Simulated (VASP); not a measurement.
Crystal: Tb.

```
Tb
1.0
     3.87906    0.00000    0.00000
    -1.93953    3.35936    0.00000
     0.00000    0.00000    6.13324
Tb
2
Direct
  0.66667 0.33333 0.75000
  0.33333 0.66667 0.25000
```

The cell isn't the ideal one: volume scaled by 1.25.

```yaml
Program: VASP 6.6.1
Task: relaxation of cell and atoms
Functional: vdW-DF
Potentials_or_basis: VASP PAW PBE potentials, release 64 (Tb_3), 4f in core
Cutoff: 680 eV
k_mesh: 7 × 7 × 4
Occupations: fermi-dirac, width 0.05 eV
Spin: non-collinear spin, antiferromagnetic start
Starting_moments: "[[6.0, 0.0, 0.0], [-6.0, -0.0, -0.0]] μB"
```

At the start: pressure -5.2 GPa; volume 39.96 Å³/atom.

Q: Where does the relaxation end?

A: Over 7 steps the energy falls by 117.6 meV/atom and the volume is 33.60 Å³/atom (-15.9 %); space group P6_3/mmc (No. 194, to 0.05 Å); moment 0.00 μB per cell.

Step by step:
| step | energy change (eV) | largest force (eV/Å) | pressure (GPa) | volume (Å³) |
| --- | --- | --- | --- | --- |
| 1 | 0.0000 | 0.0000 | -5.17 | 79.92 |
| 2 | -0.2322 | 0.0000 | 0.77 | 65.91 |
| 3 | -0.2351 | 0.0000 | 0.02 | 67.11 |
| 4 | -0.2350 | 0.0000 | -0.11 | 67.35 |
| 5 | -0.2351 | 0.0000 | -0.11 | 67.35 |
| 6 | -0.2351 | 0.0000 | -0.10 | 67.36 |
| 7 | -0.2352 | 0.0000 | 0.00 | 67.19 |

Final structure:
```
Tb
1.0
     3.67922    0.00000    0.00000
    -1.83961    3.18630    0.00000
     0.00000    0.00000    5.73185
Tb
2
Direct
  0.66667 0.33333 0.75000
  0.33333 0.66667 0.25000
```

Caveat: the magnetic or orbital state may not be the lowest; the PAW data sets were made with another functional, which shifts forces and pressure a little.
